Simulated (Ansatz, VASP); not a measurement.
**HfSi3 in VASP and in Ansatz**

Contents of INCAR:

```
PREC = Accurate
ENCUT = 520
EDIFF = 1E-6
ISMEAR = 0
SIGMA = 0.1
LREAL = F
LASPH = T
NELM = 60
ALGO = Normal
ISIF = 2
LWAVE = F
LCHARG = F
GGA = PE
NBANDS = 19
```

KPOINTS

```
regular mesh
0
Gamma
  4 4 4
```

Contents of POSCAR:

```
HfSi3
1.0
    0.0000000000      3.3933861800      3.3933861800
    3.3933861800      0.0000000000      3.3933861800
    3.3933861800      3.3933861800      0.0000000000
Hf Si
1 3
Direct
    0.5000000000      0.5000000000      0.5000000000
    0.0000000000      0.0000000000      0.0000000000
    0.7500000000      0.7500000000      0.7500000000
    0.2500000000      0.2500000000      0.2500000000
```

Input for Ansatz:

```yaml
crystal:
  lattice:
    - [0.0, 3.39338618, 3.39338618]
    - [3.39338618, 0.0, 3.39338618]
    - [3.39338618, 3.39338618, 0.0]
  atoms:
    - { symbol: Hf, position: [0.5, 0.5, 0.5] }
    - { symbol: Si, position: [0.0, 0.0, 0.0] }
    - { symbol: Si, position: [0.75, 0.75, 0.75] }
    - { symbol: Si, position: [0.25, 0.25, 0.25] }
basis:
  ecutwfc: 420
kpoints:
  mp_grid: { grid: [4, 4, 4] }
hamiltonian:
  xc: pbe
scf:
  occupations: { method: gaussian, width: 0.1 }
  lower_state_search: "off"
output:
  forces: true
  stress: true
  eigenvalues: true
```

Alike in both runs: task single point; functional PBE; k mesh 4 × 4 × 4; occupations gaussian, width 0.1 eV; no spin polarisation.

|  | VASP | Ansatz |
| --- | --- | --- |
| version | VASP 6.6.1 | Ansatz 0.2.0 |
| potentials or method | VASP PAW PBE potentials, release 64 (Hf_pv, Si) | scalar-relativistic, plane waves, PAW |
| plane-wave cutoff (eV) | 520 | 420 |
| valence electrons in the cell | 22 | 38 |

```tsv
	VASP	Ansatz	Ansatz less VASP
gap on the k mesh at the Fermi level (eV)	none	none	-
pressure (GPa)	-10.1	-9.9	+0.22
```

A gap of «none» marks a metal or a gap that the smearing closes. The functional is the same, so the differences come from potentials, cutoffs and numerics. The two sets of potentials don't hold the same shells in valence.

Caveats: the k mesh is coarse (spacing up to 0.40 Å⁻¹), so the values aren't converged. The runs have no spin-orbit coupling, so splittings on Hf are missing.
